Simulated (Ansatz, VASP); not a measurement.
One calculation of SiC (Moissanite 3C), two programs

POSCAR

```
SiC
1.0
    0.0000000000      2.1184348915      2.1184348915
    2.1184348915      0.0000000000      2.1184348915
    2.1184348915      2.1184348915      0.0000000000
Si C
1 1
Direct
    0.0000000000      0.0000000000      0.0000000000
    0.2500000000      0.2500000000      0.2500000000
```

File INCAR.step1:

```
ALGO = Normal
EDIFF = 1E-4
ENCUT = 520
GGA = PE
ISMEAR = 0
LASPH = T
LCHARG = F
LREAL = F
LWAVE = T
NBANDS = 11
NELM = 80
PREC = Accurate
SIGMA = 0.05
```

Contents of INCAR.step2:

```
ALGO = Normal
EDIFF = 1E-6
ENCUT = 520
ISIF = 2
ISMEAR = 0
ISTART = 1
LASPH = T
LCHARG = T
LELF = T
LMIXTAU = T
LREAL = F
LVHAR = T
LWAVE = F
METAGGA = R2SCAN
NBANDS = 11
NELM = 80
PREC = Accurate
SIGMA = 0.05
```

The input KPOINTS:

```
k-points
0
Gamma
  10 10 10
```

Input for Ansatz:

```yaml
crystal:
  lattice:
    - [0.0, 2.1184348915, 2.1184348915]
    - [2.1184348915, 0.0, 2.1184348915]
    - [2.1184348915, 2.1184348915, 0.0]
  atoms:
    - { symbol: Si, position: [0.0, 0.0, 0.0] }
    - { symbol: C, position: [0.25, 0.25, 0.25] }
basis:
  ecutwfc: 500
  ecutrho_ratio: 4
kpoints:
  mp_grid: { grid: [10, 10, 10] }
hamiltonian:
  xc: r2scan
scf:
  occupations: { method: gaussian, width: 0.05 }
output:
  forces: true
  stress: true
  eigenvalues: true
```

Alike in both runs: task single point; functional r2SCAN; k mesh 10 × 10 × 10; occupations gaussian, width 0.05 eV; no spin polarisation.

|  | VASP | Ansatz |
| --- | --- | --- |
| version | VASP 6.6.1 | Ansatz 0.2.0 |
| potentials or method | VASP PAW PBE potentials, release 64 (Si, C) | scalar-relativistic, plane waves, PAW |
| plane-wave cutoff (eV) | 520 | 500 |
| valence electrons in the cell | 8 | 8 |

```csv
,VASP,Ansatz,Ansatz less VASP
gap on the k mesh at the Fermi level (eV),1.67,1.65,-0.013
least direct gap on the mesh (eV),5.16,5.15,-0.014
pressure (GPa),22.0,22.3,+0.27
```

Caveats: so large a pressure means that the cell lies far from this level's equilibrium, or that cutoff or potentials fall short (VASP); the potentials were made for another functional, which shifts forces and pressure (VASP). r2SCAN opens gaps a little over a GGA but as a rule still falls short of measured ones. A k mesh can miss the band edges.
